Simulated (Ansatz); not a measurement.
# Ba (hP4 type): the cost of one run

Method: DFT PBE, with the methods named in each step, in Ansatz 0.2.0.

### 1 The system as given

Symmetry: P6_3/mmc, No. 194, hexagonal system. Conventional cell: a = 5.909 Å, b = 5.909 Å, c = 8.391 Å, α = 90.00°, β = 90.00°, γ = 120.00°. Around Ba (site symmetry -3m) lie 8 Ba at 4.01 to 4.20 Å. Ba (site symmetry -6m2) is surrounded by 6 Ba at 4.01 Å.

Structure file:

```cif
data_structure
_symmetry_space_group_name_H-M 'P6_3/mmc'
_symmetry_Int_Tables_number 194
_cell_length_a 5.9093
_cell_length_b 5.9093
_cell_length_c 8.3913
_cell_angle_alpha 90.000
_cell_angle_beta 90.000
_cell_angle_gamma 120.000
_cell_volume 253.77
loop_
_atom_site_label
_atom_site_type_symbol
_atom_site_symmetry_multiplicity
_atom_site_Wyckoff_symbol
_atom_site_fract_x
_atom_site_fract_y
_atom_site_fract_z
_atom_site_occupancy
Ba1 Ba 2 a 0.00000 0.00000 0.00000 1
Ba2 Ba 2 c 0.33333 0.66667 0.25000 1
```

The file gives the conventional cell by its symmetry; the runs use the cell typed in the input.

Whether this phase is the stable one at these pressures isn't tested.

Atoms are numbered in the order of the input: Ba1, Ba2, Ba3, Ba4.

### 2 Cell relaxed at zero pressure, PAW

The input, input.yaml:

```yaml
crystal:
  lattice:
    - [5.9093442907, 0.0, 0.0]
    - [-2.9546721453, 5.1176422754, 0.0]
    - [0.0, 0.0, 8.3912688928]
  atoms:
    - { symbol: Ba, position: [0.0, 0.0, 0.0] }
    - { symbol: Ba, position: [0.0, 0.0, 0.5] }
    - { symbol: Ba, position: [0.3333333333, 0.6666666667, 0.25] }
    - { symbol: Ba, position: [0.6666666667, 0.3333333333, 0.75] }
kpoints:
  mp_grid: { grid: [6, 6, 4] }
scf:
  occupations: { method: fermi_dirac, width: 0.05 }
hamiltonian:
  xc: pbe
  pseudopotentials: { kind: paw }
output:
  forces: true
  stress: true
relax:
  f_tol: 0.005
  max_steps: 40
  cell: {}
```

Run with:

```console
ansatz run input.yaml --threads 1 --pin off --max-ram 3072MiB --backend cpu --events-out ev --progress --plain --runs-dir out
```

**Question.** How long does this run take on 1 thread of Arm Neoverse V2, shared host, and how much memory does it need?

About 2.2 min, with a peak of 0.48 GiB.
